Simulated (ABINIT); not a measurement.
# GaAs (F-43m) in ABINIT: a series of runs

One crystal, GaAs, is run at these levels: PBE; tasks: single point.

All numbers are computed with ABINIT 10.8.3 (patched build); they aren't measurements. Logs are shortened: lines on timing, memory, paths and dates and some standing lists are left out, and cuts for length are marked. The log counts tension as positive stress, the text compression.

**What was measured.**

From “Evidence of valence band perturbations in GaAsN/GaAs(001): A combined variable-angle spectroscopic ellipsometry and modulated photoreflectance investigation”, 2008, arxiv:0805.2212, for a bulk crystal of GaAs at 300 K: band gap 1.418 ± 0.005 eV (direct).

The results are compared with them further down.

## Step 1: The structure

The structure is cubic, space group F-43m (No. 216). The conventional cell has a = 5.654 Å, b = 5.654 Å, c = 5.654 Å, α = 90.00°, β = 90.00°, γ = 90.00°. As (site symmetry -43m) has 4 Ga at 2.45 Å as nearest neighbours. Around Ga (site symmetry -43m) lie 4 As at 2.45 Å.

## Step 2: Single point, PBE

run.abi

```
pp_dirpath "./"
pseudos "As.GGA_PBE-JTH.xml, Ga.GGA_PBE-JTH.xml"

acell 3*1.0 Angstrom
rprim
     0.0000000000     2.8268500000     2.8268500000
     2.8268500000     0.0000000000     2.8268500000
     2.8268500000     2.8268500000     0.0000000000
ntypat 2
znucl 33 31
natom 2
typat 1 2
xcart
     8.0129584431     8.0129584431     8.0129584431
     0.0000000000     0.0000000000     0.0000000000

ecut 462.593566 eV
pawecutdg 34.0

kptopt 1
ngkpt 5 5 5
nshiftk 1
shiftk 0.0 0.0 0.0

ixc 11

nband 18
occopt 3
tsmear 0.05 eV

nstep 100
tolvrs 1.0e-9

iomode 3
prtwf 0
prtden 0
prteig 0
prtebands 0
prtvol 2
```

Potentials or basis: JTH PAW PBE v2.0.

On the command line:

```
abinit run.abi > log 2>&1
```

run.abo:

```text
.Version 10.8.3 of ABINIT
 Symmetries : space group F-4 3 m (#216); Bravais cF (face-center cubic)
================================================================================
 Values of the parameters that define the memory need of the present run
     intxc =       0    ionmov =       0      iscf =      17    lmnmax =      18
     lnmax =       6     mgfft =      30  mpssoang =       3    mqgrid =    3001
     natom =       2  nloc_mem =       2    nspden =       1   nspinor =       1
    nsppol =       1      nsym =      24    n1xccc =       1    ntypat =       2
    occopt =       3   xclevel =       2
       mpw =        1032          nfft =       27000          nkpt =          10
 PAW method is used; the additional fine FFT grid is defined by:
   mgfftf=        40    nfftf =     64000
================================================================================
================================================================================

--------------------------------------------------------------------------------
------------- Echo of variables that govern the present computation ------------
--------------------------------------------------------------------------------
 -outvars: echo values of preprocessed input variables --------
            acell      1.8897261259E+00  1.8897261259E+00  1.8897261259E+00 Bohr
              amu      7.49215900E+01  6.97230000E+01
             ecut      1.70000000E+01 Hartree
              ixc          11
         kptrlatt        5    0    0      0    5    0      0    0    5
          kptrlen      3.77734484E+01
            natom           2
            nband          18
            ngfft          30      30      30
          ngfftdg          40      40      40
             nkpt          10
            nstep         100
             nsym          24
           ntypat           2
           occopt           3
        pawecutdg      3.40000000E+01 Hartree
         pawxcdev           0
           prtden           0
        prtebands           0
           prteig           0
           prtvol           2
            prtwf           0
            rprim      0.0000000000E+00  2.8268500000E+00  2.8268500000E+00
                       2.8268500000E+00  0.0000000000E+00  2.8268500000E+00
                       2.8268500000E+00  2.8268500000E+00  0.0000000000E+00
          spgroup         216
           tolvrs      1.00000000E-09
           tsmear      1.83746611E-03 Hartree
            typat      1  2
           useylm           1
           xangst      4.2402749971E+00  4.2402749971E+00  4.2402749971E+00
                      -2.8753484538E-09 -2.8753484538E-09 -2.8753484538E-09
            xcart      8.0129584431E+00  8.0129584431E+00  8.0129584431E+00
                      -5.4336210943E-09 -5.4336210943E-09 -5.4336210943E-09
             xred      7.4999999949E-01  7.4999999949E-01  7.4999999949E-01
                      -5.0857817957E-10 -5.0857817957E-10 -5.0857817957E-10
            znucl       33.00000   31.00000

================================================================================

 chkinp: Checking input parameters for consistency.

================================================================================
== DATASET  1 ==================================================================

--- !DatasetInfo
iteration_state: {dtset: 1, }
dimensions: {natom: 2, nkpt: 10, mband: 18, nsppol: 1, nspinor: 1, nspden: 1, mpw: 1032, }
cutoff_energies: {ecut:  17.0, pawecutdg:  34.0, }
electrons: {nelect:   2.80000000E+01, charge:   0.00000000E+00, occopt:   3.00000000E+00, tsmear:   1.83746611E-03, }
meta: {optdriver: 0, ionmov: 0, optcell: 0, iscf: 17, paral_kgb: 0, }
...

 Exchange-correlation functional for the present dataset will be:
  GGA: Perdew-Burke-Ernzerhof functional - ixc=11
  J.P.Perdew, K.Burke, M.Ernzerhof, PRL 77, 3865 (1996)

 Real(R)+Recip(G) space primitive vectors, cartesian coordinates (Bohr,Bohr^-1):
 R(1)=  0.0000000  5.3419723  5.3419723  G(1)= -0.0935984  0.0935984  0.0935984
 R(2)=  5.3419723  0.0000000  5.3419723  G(2)=  0.0935984 -0.0935984  0.0935984
 R(3)=  5.3419723  5.3419723  0.0000000  G(3)=  0.0935984  0.0935984 -0.0935984
 Unit cell volume ucvol=  3.0488418E+02 bohr^3
 Angles (23,13,12)=  6.00000000E+01  6.00000000E+01  6.00000000E+01 degrees

 Coarse grid specifications (used for wave-functions):

[... 125 lines left out ...]
  1.14E-13 5.00E-15 3.19E-12 1.45E-12 6.72E-13 6.71E-13 1.93E-12 1.88E-12
  1.82E-12 5.62E-08
  -0.4000  0.4000  0.0000    1  4.83118E-10 kpt; spin; max resid(k); each band:
  3.20E-13 1.35E-13 1.73E-13 5.27E-13 6.89E-14 4.01E-13 1.32E-13 1.74E-13
  1.31E-13 1.77E-14 2.13E-12 1.85E-12 2.82E-13 6.40E-13 2.03E-12 1.75E-12
  2.71E-10 4.83E-10
  -0.4000  0.4000  0.2000    1  1.53652E-11 kpt; spin; max resid(k); each band:
  1.70E-13 1.68E-13 1.20E-13 4.41E-13 6.57E-14 2.45E-13 2.24E-13 1.17E-13
  1.13E-13 3.98E-14 1.68E-12 1.93E-12 2.96E-13 3.80E-13 1.71E-12 1.80E-12
  2.06E-12 1.54E-11
 reduced coordinates (array xred) for    2 atoms
       0.749999999491      0.749999999491      0.749999999491
      -0.000000000509     -0.000000000509     -0.000000000509
 rms dE/dt=  3.9252E-28; max dE/dt=  5.3853E-28; dE/dt below (all hartree)
    1      -0.000000000000     -0.000000000000      0.000000000000
    2       0.000000000000      0.000000000000     -0.000000000000

 cartesian coordinates (angstrom) at end:
    1      4.24027499712465     4.24027499712465     4.24027499712465
    2     -0.00000000287535    -0.00000000287535    -0.00000000287535

 cartesian forces (hartree/bohr) at end:
    1     -0.00000000000000    -0.00000000000000     0.00000000000000
    2      0.00000000000000     0.00000000000000    -0.00000000000000
 frms,max,avg= 6.0324431E-29 9.4510220E-29   0.000E+00  0.000E+00  0.000E+00 h/b

 cartesian forces (eV/Angstrom) at end:
    1     -0.00000000000000    -0.00000000000000     0.00000000000000
    2      0.00000000000000     0.00000000000000    -0.00000000000000
 frms,max,avg= 3.1020070E-27 4.8599109E-27   0.000E+00  0.000E+00  0.000E+00 e/A
 length scales=  1.889726125908  1.889726125908  1.889726125908 bohr
              =  1.000000000000  1.000000000000  1.000000000000 angstroms
 Fermi (or HOMO) energy (hartree) =   0.17285   Average Vxc (hartree)=  -0.33205
 Eigenvalues (hartree) for nkpt=  10  k points:
 kpt#   1, nband= 18, wtk=  0.00800, kpt=  0.0000  0.0000  0.0000 (reduced coord)
  -1.12801   -1.12801   -1.12801   -1.12772   -1.12772   -0.38188   -0.38188   -0.38188
  -0.37907   -0.37907   -0.30520    0.16257    0.16257    0.16257    0.18110    0.29941
   0.29941    0.29941
      occupation numbers for kpt#   1
   2.00000    2.00000    2.00000    2.00000    2.00000    2.00000    2.00000    2.00000
   2.00000    2.00000    2.00000    1.99260    1.99260    1.99260    0.02220    0.00000
   0.00000    0.00000
 kpt#   2, nband= 18, wtk=  0.06400, kpt=  0.2000  0.0000  0.0000 (reduced coord)
  -1.12801   -1.12800   -1.12800   -1.12772   -1.12772   -0.38301   -0.38159   -0.38159
  -0.37908   -0.37908   -0.28847    0.04129    0.14411    0.14411    0.22039    0.32500
   0.32500    0.35208
      occupation numbers for kpt#   2
   2.00000    2.00000    2.00000    2.00000    2.00000    2.00000    2.00000    2.00000
   2.00000    2.00000    2.00000    2.00000    2.00000    2.00000    0.00000    0.00000
   0.00000    0.00000
 kpt#   3, nband= 18, wtk=  0.06400, kpt=  0.4000  0.0000  0.0000 (reduced coord)
[... 48 lines left out ...]
  -1.12803   -1.12796   -1.12795   -1.12773   -1.12769   -0.38569   -0.38047   -0.38024
  -0.37969   -0.37879   -0.21313   -0.08364    0.02838    0.07409    0.22923    0.30029
   0.47156    0.47890
      occupation numbers for kpt#   9
   2.00000    2.00000    2.00000    2.00000    2.00000    2.00000    2.00000    2.00000
   2.00000    2.00000    2.00000    2.00000    2.00000    2.00000    0.00000    0.00000
   0.00000    0.00000
 kpt#  10, nband= 18, wtk=  0.19200, kpt= -0.4000  0.4000  0.2000 (reduced coord)
  -1.12801   -1.12798   -1.12795   -1.12773   -1.12770   -0.38537   -0.38078   -0.38041
  -0.37947   -0.37891   -0.22127   -0.07164    0.03069    0.06487    0.30495    0.31672
   0.35130    0.46276
      occupation numbers for kpt#  10
   2.00000    2.00000    2.00000    2.00000    2.00000    2.00000    2.00000    2.00000
   2.00000    2.00000    2.00000    2.00000    2.00000    2.00000    0.00000    0.00000
   0.00000    0.00000
 Total charge density [el/Bohr^3]
)     Maximum=    3.8813E+00  at reduced coord.    0.7500    0.7500    0.7500
)Next maximum=    3.6955E+00  at reduced coord.    0.7250    0.7500    0.7500
)     Minimum=    2.2141E-03  at reduced coord.    0.2500    0.2500    0.2500
)Next minimum=    2.2489E-03  at reduced coord.    0.2500    0.2500    0.2250
   Integrated=    2.8000E+01

--- !EnergyTerms
iteration_state     : {dtset: 1, }
comment             : Components of total free energy in Hartree
kinetic             :  8.87598397330097E+00
hartree             :  6.17772796677437E+01
xc                  : -3.76358349240897E+00
Ewald energy        : -9.91764168217229E+01
psp_core            :  4.32126657392941E+00
local_psp           : -1.63088967577388E+02
PAW spherical_terms : -1.91505780345208E+00
internal            : -1.92969495479998E+02
'-kT*entropy'       : -3.94757834930839E-06
total_energy        : -1.92969499427576E+02
total_energy_eV     : -5.25096758261739E+03
...

--- !EnergyTermsDC
iteration_state     : {dtset: 1, }
comment             : '"Double-counting" decomposition of free energy'
band_energy         : -1.53387518312244E+01
Ewald energy        : -9.91764168217229E+01
psp_core            :  4.32126657392941E+00
xc_dc               : -6.07227420496696E+01
PAW spherical_terms : -2.20528480878185E+01
internal            : -1.92969492216506E+02
'-kT*entropy'       : -3.94757834930839E-06
total_energy_dc     : -1.92969496164084E+02
total_energy_dc_eV  : -5.25096749381325E+03
...

--- !EnergyTermsWithPAWCore
iteration_state     : {dtset: 1, }
comment             : 'Components of total free energy, including PAW core contributions'
Total energy        : -4.20504397701677E+03
Total energy DC     : -4.20504397375328E+03
Total energy (eV)   : -1.14425075839939E+05
Total energy DC (eV): -1.14425075751135E+05
...

 Cartesian components of stress tensor (hartree/bohr^3)
  sigma(1 1)= -1.10638767E-04  sigma(3 2)=  0.00000000E+00
  sigma(2 2)= -1.10638767E-04  sigma(3 1)=  0.00000000E+00
  sigma(3 3)= -1.10638767E-04  sigma(2 1)=  0.00000000E+00

-Cartesian components of stress tensor (GPa)         [Pressure=  3.2551E+00 GPa]
- sigma(1 1)= -3.25510491E+00  sigma(3 2)=  0.00000000E+00
- sigma(2 2)= -3.25510491E+00  sigma(3 1)=  0.00000000E+00
- sigma(3 3)= -3.25510491E+00  sigma(2 1)=  0.00000000E+00

== END DATASET(S) ==============================================================
================================================================================

 -outvars: echo values of variables after computation  --------
            acell      1.8897261259E+00  1.8897261259E+00  1.8897261259E+00 Bohr
           etotal     -1.9296949616E+02
            fcart     -3.1503406799E-29 -3.1503406799E-29  9.4510220398E-29
                       3.1503406799E-29  3.1503406799E-29 -9.4510220398E-29
            rprim      0.0000000000E+00  2.8268500000E+00  2.8268500000E+00
                       2.8268500000E+00  0.0000000000E+00  2.8268500000E+00
                       2.8268500000E+00  2.8268500000E+00  0.0000000000E+00
           strten     -1.1063876716E-04 -1.1063876716E-04 -1.1063876716E-04
                       0.0000000000E+00  0.0000000000E+00  0.0000000000E+00
           xangst      4.2402749971E+00  4.2402749971E+00  4.2402749971E+00
                      -2.8753484538E-09 -2.8753484538E-09 -2.8753484538E-09
             xred      7.4999999949E-01  7.4999999949E-01  7.4999999949E-01
                      -5.0857817957E-10 -5.0857817957E-10 -5.0857817957E-10
 Calculation completed.
```

Wall time 7.2 s (1 thread of Arm Neoverse V2, shared host); peak memory 0.1 GiB.

Results:

```yaml
Free_energy: -5250.9675 eV
Pressure: 3.3 GPa
Band_gap_on_the_k_mesh: 0.50 eV, direct
Valence_electrons_inside_the_program's_atomic_spheres: As 12.73; Ga 11.07
```

[end of part 1 of 2]
